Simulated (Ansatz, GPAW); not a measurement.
W: programs and potentials compared

```
W
1.0
     0.00000    2.03000    2.03000
     2.03000    0.00000    2.03000
     2.03000    2.03000    0.00000
W
1
Direct
  0.00000 0.00000 0.00000
```

This isn't the form of W at room conditions, which is bcc.

Alike in all runs: task band structure; functional PBEsol; k mesh 11 × 11 × 11; occupations fermi-dirac, width 0.05 eV; no spin polarisation; no spin-orbit coupling. Pressure is positive in compression and, in plane waves, holds the error of the finite cutoff, which Ansatz's Pulay term estimates and takes out.

```csv
program and potentials,plane-wave cutoff (eV),notes,pressure (GPa)
"Ansatz, Ansatz PAW",420,"potentials made for PBE, which Ansatz adapts in part; 14 valence electrons an atom on average; Pulay term of +0.05 GPa included",-12.73
"GPAW, PAW data sets generated for this functional",600,14 valence electrons an atom on average,-13.06
"Ansatz, PAW datasets made for the crystal",300,6 valence electrons an atom on average,-12.63
"Ansatz, all-electron LAPW, scalar-relativistic",-,-,-12.63
```

The pressure spans -13.06 (GPAW, PAW data sets generated for this functional) to -12.63 GPa (Ansatz, PAW datasets made for the crystal), with all-electron results at -12.63. The cell lies far from this level's equilibrium.

Differences between rows come from potentials, basis sets and numerical settings, since the functional is the same but for its coding. Runs on potential files found faulty are left out.
